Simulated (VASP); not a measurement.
# Bi: elastic constants with BLYP+D4

Crystal: Bi.

```
Bi
1.0
     2.26750    1.30914    3.93800
    -2.26750    1.30914    3.93800
     0.00000   -2.61828    3.93800
Bi
2
Direct
  0.76600 0.76600 0.76600
  0.23400 0.23400 0.23400
```

```
Program                   : VASP 6.6.1
Task                      : elastic constants
Functional                : BLYP
Dispersion                : D4
Potentials or basis       : VASP PAW PBE potentials, release 64 (Bi_d_GW)
Cutoff                    : 630 eV
k mesh                    : 5 × 5 × 5
Occupations               : gaussian, width 0.01 eV
Spin                      : no spin polarisation
Ions in elastic constants : relaxed
Further INCAR settings    : ALGO = Normal; EDIFF = 1e-08; NBANDS = 18; IBRION = 6; POTIM = 0.015; NSW = 1; ISIF = 3
```

The relaxed volume is 35.72 Å³/atom and the relaxed cell is a = 4.726 Å, b = 4.726 Å, c = 4.726 Å, α = 58.13°, β = 58.13°, γ = 58.13°. The space group after relaxing (to 0.05 Å) is R-3m (No. 166) and the voigt bulk modulus is 39 GPa. The highest phonon frequency at Γ is 106 cm⁻¹. The dispersion energy per atom is -0.904 eV.

Step by step:
```
step  energy change (eV)  largest force (eV/Å)  pressure (GPa)  volume (Å³)
   1              0.0000                0.0985            1.09        70.14
   2             -0.0040                0.0795           -0.70        72.59
   3             -0.0060                0.0169           -0.07        71.67
   4             -0.0066                0.0050           -0.05        71.63
   5             -0.0069                0.0195           -0.01        71.53
   6             -0.0069                0.0150           -0.02        71.54
   7             -0.0069                0.0111            0.00        71.49
   8             -0.0069                0.0055            0.03        71.41
   9             -0.0069                0.0071           -0.04        71.47
  10             -0.0070                0.0017           -0.01        71.45
  11             -0.0070                0.0003            0.00        71.44
```

Final structure:
```cif
data_structure
_symmetry_space_group_name_H-M 'P 1'
_symmetry_Int_Tables_number 1
_cell_length_a 4.7261
_cell_length_b 4.7261
_cell_length_c 4.7261
_cell_angle_alpha 58.128
_cell_angle_beta 58.128
_cell_angle_gamma 58.128
_cell_volume 71.44
loop_
_atom_site_label
_atom_site_type_symbol
_atom_site_fract_x
_atom_site_fract_y
_atom_site_fract_z
_atom_site_occupancy
Bi1 Bi 0.76565 0.76565 0.76565 1
Bi2 Bi 0.23435 0.23435 0.23435 1
```

Phonon frequencies in cm⁻¹ (negative: imaginary):
```csv
q point,frequencies
"(0.000, 0.000, 0.000)",0 0 0 67 67 106
```

Elastic tensor in Voigt notation (GPa, in the Cartesian axes of the cell as first typed):
```
79 25 25 -7  0  0
25 79 25  7  0  0
25 25 48  0  0  0
-7  7  0 13  0  0
 0  0  0  0 13 -7
 0  0  0  0 -7 27
```

Clamped-ion elastic tensor (GPa):
```
 93  23  34 -24   0   0
 23  93  34  24   0   0
 34  34  61   0   0   0
-24  24   0  47   0   0
  0   0   0   0  47 -24
  0   0   0   0 -24  35
```

Run time: 29 min on 1 thread of AMD EPYC 9R45 (Zen 5), with other jobs on the host, peak memory 0.38 GiB.

Caveat: the PAW data sets were made with another functional, which shifts forces and pressure a little.
